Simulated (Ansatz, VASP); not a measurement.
## One calculation of MgO, two programs

INCAR

```
PREC = Accurate
ENCUT = 520
EDIFF = 1E-6
ISMEAR = 0
SIGMA = 0.01
LREAL = F
LASPH = T
NELM = 100
ALGO = Normal
ISIF = 2
LWAVE = F
LCHARG = F
GGA = PS
NBANDS = 11
```

The input KPOINTS:

```
Automatic mesh
0
Gamma
  10 10 10
```

The input POSCAR:

```
MgO
1.0
    2.0860683588      2.0860683588      0.0000000000
   -2.0860683588      2.0860683588      0.0000000000
    0.0000000000      2.0860683588      2.1199138762
Mg O
1 1
Direct
    0.0000000000      0.0000000000      0.0000000000
    0.5000000000      0.5000000000      0.0000000000
```

Input for Ansatz:

```yaml
crystal:
  lattice:
    - [2.08606835876, 2.08606835876, 0.0]
    - [-2.08606835876, 2.08606835876, 0.0]
    - [0.0, 2.08606835876, 2.11991387625]
  atoms:
    - { symbol: Mg, position: [0.0, 0.0, 0.0] }
    - { symbol: O, position: [0.5, 0.5, 0.0] }
kpoints:
  mp_grid: { grid: [10, 10, 10] }
scf:
  occupations: { method: fixed }
  convergence: { dr2_threshold: 1.0e-10 }
hamiltonian:
  xc: pbesol
  pseudopotentials: { kind: all_electron, lapw: { basis_error: 0.0005 } }
output:
  forces: true
  stress: true
  eigenstates:
    kpoints:
      - [0.0, 0.0, 0.0]
      - [-0.5, -0.5, -0.5]
      - [-0.5, 0.5, 0.0]
      - [0.0, 0.0, -0.5]
      - [0.0, -0.5, -0.5]
      - [0.0, 0.5, 0.0]
      - [-0.5, 0.0, 0.0]
      - [-0.5, 0.0, -0.5]
  eigenvalues: true
```

Change from the starting cell: film at in-plane strain -0.01.

Alike in both runs: task single point; functional PBEsol; k mesh 10 × 10 × 10; no spin polarisation.

|  | VASP | Ansatz |
| --- | --- | --- |
| version | VASP 6.6.1 | Ansatz 0.2.0 |
| potentials or method | VASP PAW PBE potentials, release 64 (Mg, O) | all-electron LAPW, scalar-relativistic |
| plane-wave cutoff (eV) | 520 | see its input |
| occupations | gaussian, width 0.01 eV | fixed |

|  | VASP | Ansatz | Ansatz less VASP |
| --- | --- | --- | --- |
| gap on the k mesh at the Fermi level (eV) | 4.73 | 4.73 | +0.002 |
| pressure (GPa) | 1.9 | 2.4 | +0.57 |
| largest component of the traceless stress (GPa) | 2.31 | 2.29 | -0.026 |

Ansatz ran all-electron here, so the differences hold the error of VASP's frozen core and of both bases.

Caveats: the PAW data sets were made with another functional, which shifts forces and pressure a little (VASP).
